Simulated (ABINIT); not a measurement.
# MgSi (P4/mmm) in ABINIT: reference runs

How does MgSi come out in PBEsol? The cell is run as given and disturbed.

Everything below comes from runs of ABINIT 10.8.3 (patched build). Logs are shortened: lines on timing, memory, paths and dates and some standing lists are left out, and cuts for length are marked. The log counts tension as positive stress, the text compression.

### 1 The structure

It takes space group P4/mmm (No. 123, tetragonal). Conventional cell: a = 2.908 Å, b = 2.908 Å, c = 4.103 Å, α = 90.00°, β = 90.00°, γ = 90.00°. Around Si (site symmetry 4/mmm) lie 8 Mg at 2.90 Å and 4 Si at 2.91 Å. Mg (site symmetry 4/mmm) is surrounded by 8 Si at 2.90 Å and 4 Mg at 2.91 Å.

The cell comes from a database or a generator and needn't be the stable form of this composition.

### 2 Single point, PBEsol

File run.abi:

```
# Pseudopotentials
pp_dirpath "./"
pseudos "Si.upf, Mg.upf"

# Structure
acell 3*1.0
rprim
     5.4960681225     0.0000000000     0.0000000000
     0.0000000000     5.4960681225     0.0000000000
     0.0000000000     0.0000000000     7.7543532024
ntypat 2
znucl 14 12
natom 2
typat 1 2
xred
     0.5000000000     0.5000000000     0.5000000000
     0.0000000000     0.0000000000     0.0000000000

# Plane-wave basis
ecut 1142.878222 eV

# k points
kptopt 1
ngkpt 9 9 7
nshiftk 1
shiftk 0.0 0.0 0.0

# Exchange and correlation
ixc -116133

# Bands and occupations
nband 11
occopt 3
tsmear 0.05 eV

# SCF cycle
nstep 100
tolvrs 1.0e-10

# Output
iomode 3
prtwf 0
prteig 0
prtebands 0
enunit 2
prtden 1
prtvha 1
prtvclmb 1
prtpot 1
prtelf 1
```

Potentials or basis: PseudoDojo NC SR PBEsol v0.4.1 standard.

Command:

```sh
$ abinit run.abi > log 2>&1
```

run.abo:

```text
.Version 10.8.3 of ABINIT
 Symmetries : space group P4/m m m (#123); Bravais tP (primitive tetrag.)
================================================================================
 Values of the parameters that define the memory need of the present run
     intxc =       0    ionmov =       0      iscf =       7    lmnmax =       6
     lnmax =       6     mgfft =      48  mpssoang =       3    mqgrid =    3001
     natom =       2  nloc_mem =       1    nspden =       1   nspinor =       1
    nsppol =       1      nsym =      16    n1xccc =    2501    ntypat =       2
    occopt =       3   xclevel =       2
       mpw =        3088          nfft =       62208          nkpt =          60
================================================================================
================================================================================

--------------------------------------------------------------------------------
------------- Echo of variables that govern the present computation ------------
--------------------------------------------------------------------------------
 -outvars: echo values of preprocessed input variables --------
            acell      1.0000000000E+00  1.0000000000E+00  1.0000000000E+00 Bohr
              amu      2.80855000E+01  2.43050000E+01
             ecut      4.20000000E+01 Hartree
           enunit           2
                       outvar_i_n : Printing only first  50 k-points.
              ixc     -116133
                       outvar_i_n : Printing only first  50 k-points.
         kptrlatt        9    0    0      0    9    0      0    0    7
          kptrlen      4.94646131E+01
            natom           2
            nband          11
            ngfft          36      36      48
             nkpt          60
            nstep         100
             nsym          16
           ntypat           2
                       prtocc : prtvol=0, do not print more k-points.
           occopt           3
        prtebands           0
           prteig           0
           prtelf           1
           prtpot           1
         prtvclmb           1
           prtvha           1
            prtwf           0
            rprim      5.4960681225E+00  0.0000000000E+00  0.0000000000E+00
                       0.0000000000E+00  5.4960681225E+00  0.0000000000E+00
                       0.0000000000E+00  0.0000000000E+00  7.7543532024E+00
          spgroup         123
           tolvrs      1.00000000E-10
           tsmear      1.83746611E-03 Hartree
            typat      1  2
                       outvars : Printing only first  50 k-points.
           xangst      1.4541969990E+00  1.4541969990E+00  2.0517134986E+00
                       0.0000000000E+00  0.0000000000E+00  0.0000000000E+00
            xcart      2.7480340613E+00  2.7480340613E+00  3.8771766012E+00
                       0.0000000000E+00  0.0000000000E+00  0.0000000000E+00
             xred      5.0000000000E-01  5.0000000000E-01  5.0000000000E-01
                       0.0000000000E+00  0.0000000000E+00  0.0000000000E+00
            znucl       14.00000   12.00000
[... 111 lines left out ...]

 ----iterations are completed or convergence reached----

 Mean square residual over all n,k,spin=   38.004E-08; max=  65.406E-06
 reduced coordinates (array xred) for    2 atoms
       0.500000000000      0.500000000000      0.500000000000
       0.000000000000      0.000000000000      0.000000000000
 rms dE/dt=  0.0000E+00; max dE/dt=  0.0000E+00; dE/dt below (all hartree)
    1       0.000000000000      0.000000000000      0.000000000000
    2       0.000000000000      0.000000000000      0.000000000000

 cartesian coordinates (angstrom) at end:
    1      1.45419699901217     1.45419699901217     2.05171349860948
    2      0.00000000000000     0.00000000000000     0.00000000000000

 cartesian forces (hartree/bohr) at end:
    1     -0.00000000000000    -0.00000000000000    -0.00000000000000
    2     -0.00000000000000    -0.00000000000000    -0.00000000000000
 frms,max,avg= 0.0000000E+00 0.0000000E+00   0.000E+00  0.000E+00  0.000E+00 h/b

 cartesian forces (eV/Angstrom) at end:
    1     -0.00000000000000    -0.00000000000000    -0.00000000000000
    2     -0.00000000000000    -0.00000000000000    -0.00000000000000
 frms,max,avg= 0.0000000E+00 0.0000000E+00   0.000E+00  0.000E+00  0.000E+00 e/A
 length scales=  1.000000000000  1.000000000000  1.000000000000 bohr
              =  0.529177210544  0.529177210544  0.529177210544 angstroms
 Fermi (or HOMO) energy (hartree) =   0.22724   Average Vxc (hartree)=  -0.36922
 Eigenvalues (hartree) for nkpt=  60  k points:
 kpt#   1, nband= 11, wtk=  0.00176, kpt=  0.0000  0.0000  0.0000 (reduced coord)
  -2.55662   -1.34216   -1.34216   -1.34206   -0.18174    0.12773    0.19508    0.39149
   0.39149    0.43201    0.53773
      occupation numbers for kpt#   1
   2.00000    2.00000    2.00000    2.00000    2.00000    2.00000    2.00000    0.00000
   0.00000    0.00000    0.00000
 prteigrs : prtvol=0 or 1, do not print more k-points.

 Fermi (or HOMO) energy (eV) =   6.18346   Average Vxc (eV)= -10.04710
 Eigenvalues (   eV  ) for nkpt=  60  k points:
 kpt#   1, nband= 11, wtk=  0.00176, kpt=  0.0000  0.0000  0.0000 (reduced coord)
 -69.56915  -36.52204  -36.52204  -36.51934   -4.94551    3.47579    5.30830   10.65287
  10.65287   11.75559   14.63247
 prteigrs : prtvol=0 or 1, do not print more k-points.

--- !EnergyTerms
iteration_state     : {dtset: 1, }
comment             : Components of total free energy in Hartree
kinetic             :  3.54202305191973E+01
hartree             :  2.26807678718732E+01
xc                  : -9.34040907609920E+00
Ewald energy        : -3.15444732375687E+01
psp_core            :  1.01888471475844E+00
local_psp           : -6.42502579086127E+01
non_local_psp       : -1.75161652252315E+01
internal            : -6.35314223416831E+01
'-kT*entropy'       : -2.64116664981857E-04
total_energy        : -6.35316864583481E+01
total_energy_eV     : -1.72878525907667E+03
band_energy         : -1.27918825366895E+01
...

 Cartesian components of stress tensor (hartree/bohr^3)
  sigma(1 1)= -2.17068778E-05  sigma(3 2)=  0.00000000E+00
  sigma(2 2)= -2.17068778E-05  sigma(3 1)=  0.00000000E+00
  sigma(3 3)=  1.90026530E-04  sigma(2 1)=  0.00000000E+00

-Cartesian components of stress tensor (GPa)         [Pressure= -1.4378E+00 GPa]
- sigma(1 1)= -6.38638394E-01  sigma(3 2)=  0.00000000E+00
- sigma(2 2)= -6.38638394E-01  sigma(3 1)=  0.00000000E+00
- sigma(3 3)=  5.59077352E+00  sigma(2 1)=  0.00000000E+00

== END DATASET(S) ==============================================================
================================================================================

 -outvars: echo values of variables after computation  --------
            acell      1.0000000000E+00  1.0000000000E+00  1.0000000000E+00 Bohr
           etotal     -6.3531686458E+01
            fcart     -0.0000000000E+00 -0.0000000000E+00 -0.0000000000E+00
                      -0.0000000000E+00 -0.0000000000E+00 -0.0000000000E+00
            rprim      5.4960681225E+00  0.0000000000E+00  0.0000000000E+00
                       0.0000000000E+00  5.4960681225E+00  0.0000000000E+00
                       0.0000000000E+00  0.0000000000E+00  7.7543532024E+00
           strten     -2.1706877817E-05 -2.1706877817E-05  1.9002652970E-04
                       0.0000000000E+00  0.0000000000E+00  0.0000000000E+00
           xangst      1.4541969990E+00  1.4541969990E+00  2.0517134986E+00
                       0.0000000000E+00  0.0000000000E+00  0.0000000000E+00
             xred      5.0000000000E-01  5.0000000000E-01  5.0000000000E-01
                       0.0000000000E+00  0.0000000000E+00  0.0000000000E+00
 Calculation completed.
```

Run time: 38 s. Hardware: 1 thread of Arm Neoverse V2, shared host; peak memory 0.1 GiB.

Results:

```yaml
Free_energy: -1728.7853 eV
Pressure: -1.4 GPa
Band_gap_on_the_k_mesh: none (metal or under the smearing width)
Valence_electrons_inside_the_program's_atomic_spheres: Si 1.64; Mg 8.32
```

Levels at points of the mesh, in eV from the Fermi level:
```
           k point  band 3  band 4  band 5  band 6  band 7  band 8  band 9  band 10  band 11
(0.00, 0.00, 0.00)  -42.71  -42.70  -11.13   -2.71   -0.88    4.47    4.47     5.57     8.45
```

### 3 Single point, PBEsol (atoms moved at random, drawn with an rms of 0.05 Å)

File run.abi:

```
pp_dirpath "./"
pseudos "Si.upf, Mg.upf"

acell 2.908394 2.908394 4.103427 Angstrom
rprim
     1.0000000000     0.0000000000     0.0000000000
     0.0000000000     1.0000000000     0.0000000000
     0.0000000000     0.0000000000     1.0000000000
ntypat 2
znucl 14 12
natom 2
typat 1 2
xred
     0.5064680000     0.4804430000     0.4881030000
    -0.0043900000     0.0080500000     0.0030820000
chkprim 0
chksymtnons 0
tolsym 1.0e-6

ecut 1142.878222 eV

kptopt 1
ngkpt 9 9 7
nshiftk 1
shiftk 0.0 0.0 0.0

ixc -116133

nband 11
occopt 3
tsmear 0.00183747

nstep 100
tolvrs 1.0e-10

iomode 3
prtwf 0
prtden 0
prteig 0
prtebands 0
```

Potentials or basis: PseudoDojo NC SR PBEsol v0.4.1 standard.

Command:

```sh
$ abinit run.abi > log 2>&1
```

Wall time 2.7 min (1 thread of Arm Neoverse V2, shared host); peak memory 0.22 GiB.

It converged, with:

```
Free energy                                           : -1728.7718 eV
Pressure                                              : -1.2 GPa
Largest force                                         : 0.276 eV/Å
Band gap on the k mesh                                : none (metal or under the smearing width)
Valence electrons inside the program's atomic spheres : Si 1.64; Mg 8.32
```

Forces on the atoms (eV/Å):
```
Si  -0.057  0.141  0.230
Mg   0.057 -0.141 -0.230
```

Stress tensor (GPa, compression positive):
```
 0.82 -0.07 -0.11
-0.07  0.78  0.27
-0.11  0.27 -5.25
```

Levels at points of the mesh, in eV from the Fermi level:
| k point | band 3 | band 4 | band 5 | band 6 | band 7 | band 8 | band 9 | band 10 | band 11 |
| --- | --- | --- | --- | --- | --- | --- | --- | --- | --- |
| (0.00, 0.00, 0.00) | -42.70 | -42.70 | -11.13 | -2.70 | -0.87 | 4.46 | 4.47 | 5.58 | 8.43 |
